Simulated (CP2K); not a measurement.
GaN:

```
Ga N
1.0
     3.18000    0.00000    0.00000
    -1.59000    2.75396    0.00000
     0.00000    0.00000    5.16600
Ga N
2 2
Direct
  0.66667 0.33333 0.50000
  0.33333 0.66667 0.00000
  0.66667 0.33333 0.87500
  0.33333 0.66667 0.37500
```

Base run:

| Property | Result |
| --- | --- |
| Program | CP2K 2026.2 |
| Functional | PBEsol |
| Potentials or basis | POTENTIAL_UZH Ga GTH-PBE-q13, N GTH-PBE-q5; TZVP-MOLOPT-PBE-GTH basis |
| Density cutoff | 6123 eV |
| k mesh | 10 × 10 × 5 |
| Occupations | fermi-dirac, width 0.0259 eV |
| Spin | no spin polarisation |

Its results: pressure 4.1 GPa.

Problem. The run is repeated on the same cell with these changes: functional from PBEsol to PBE; occupations from fermi-dirac, width 0.0259 eV to fermi-dirac, width 0.01 eV. What comes out?

Solution. Pressure 9.4 GPa.

Caveats: the basis of atomic orbitals isn't converged, which shifts pressures, moduli and gaps; the potentials were made for another functional, which shifts forces and pressure (some runs).

Not every run made on this cell is shown here.
